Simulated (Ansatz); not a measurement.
**MoS2 under changes of volume**

One of the cells (17.864 Å³/atom); the others are scaled copies at fixed shape and fractional positions:

```
Mo S
1.0
     3.16900    0.00000    0.00000
    -1.58450    2.74443    0.00000
     0.00000    0.00000   12.32400
Mo S
2 4
Direct
  0.66667 0.33333 0.75000
  0.33333 0.66667 0.25000
  0.66667 0.33333 0.37700
  0.33333 0.66667 0.87700
  0.66667 0.33333 0.12300
  0.33333 0.66667 0.62300
```

| Quantity | Value |
| --- | --- |
| Program | Ansatz 0.2.0 |
| Functional | RPBE |
| Dispersion | D3(BJ) |
| Potentials or basis | Ansatz PAW |
| Cutoff | 420 eV (not typed: the program's choice for these potentials) |
| k mesh | 10 × 10 × 3 |
| Occupations | fermi-dirac, width 0.05 eV |
| Spin | no spin polarisation |

```csv
volume (Å³/atom),energy over the lowest point (meV/atom),pressure (GPa),gap on the mesh (eV),largest force (eV/Å)
16.792,0.00,-6.0,0.91,0.580
17.149,?,?,?,?
17.507,40.90,-12.1,0.96,0.191
17.864,70.88,-14.7,0.97,0.534
18.221,106.28,-17.0,0.99,0.851
18.578,146.48,-19.0,1.00,1.145
18.936,190.94,-20.8,1.01,1.417
```

Problem. What does the run at 17.149 Å³/atom give?

Solution. Energy over the lowest point 17.02 meV/atom; pressure -9.2 GPa; gap on the mesh 0.93 eV; largest force 0.180 eV/Å.

Worked out: A Birch-Murnaghan fit of order 3 (a polynomial in V^(-2/3)) to the other rows has no minimum within the range. It gives 16.94 meV/atom at 17.149 Å³/atom, against the run's 17.02, and -dE/dV = -9.2 GPa, against -9.2. A parabola through the other rows of the gap, of slope 1.09 eV per unit of ln V there, gives 0.94 eV, against the run's 0.93.

Energies are extrapolated to zero smearing.

Caveats: odd divisions of the mesh miss points on the zone boundary, where band edges often lie, so the gap on the mesh can be too wide; the PAW data sets come from PBE, with cores solved anew for the run's functional, which leaves a small shift of forces and pressure; forces of over 1 eV/Å show positions far from the minimum, so gaps and moduli don't describe the material at rest (some runs).

A mesh can miss the band edges. Spin-orbit coupling on Mo is left out.
